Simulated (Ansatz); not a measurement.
The system is TiTe.

```
CELL_PARAMETERS angstrom
3.84200 0.00000 0.00000
-1.92100 3.32727 0.00000
0.00000 0.00000 6.40300
ATOMIC_POSITIONS crystal
Te 0.66667 0.33333 0.75000
Te 0.33333 0.66667 0.25000
Ti 0.00000 0.00000 0.50000
Ti 0.00000 0.00000 0.00000
```

Base run:

| Quantity | Value |
| --- | --- |
| Program | Ansatz 0.2.0 |
| Functional | PBEsol |
| Potentials or basis | Ansatz PAW |
| Cutoff | 420 eV (not typed: the program's choice for these potentials) |
| k mesh | 8 × 8 × 4 |
| Occupations | gaussian, width 0.02 eV |
| Spin | no spin polarisation |

Its results: band gap on the k mesh none (metal or under the smearing width); pressure 3.4 GPa.

Task: The run is repeated on the same cell with these changes: functional from PBEsol to LDA; occupations from gaussian, width 0.02 eV to gaussian, width 0.1 eV. What comes out?

Result: Band gap on the k mesh none (metal or under the smearing width); pressure 0.6 GPa.

Caveats: the PAW data sets come from PBE, with cores solved anew for the run's functional, which leaves a small shift of forces and pressure.
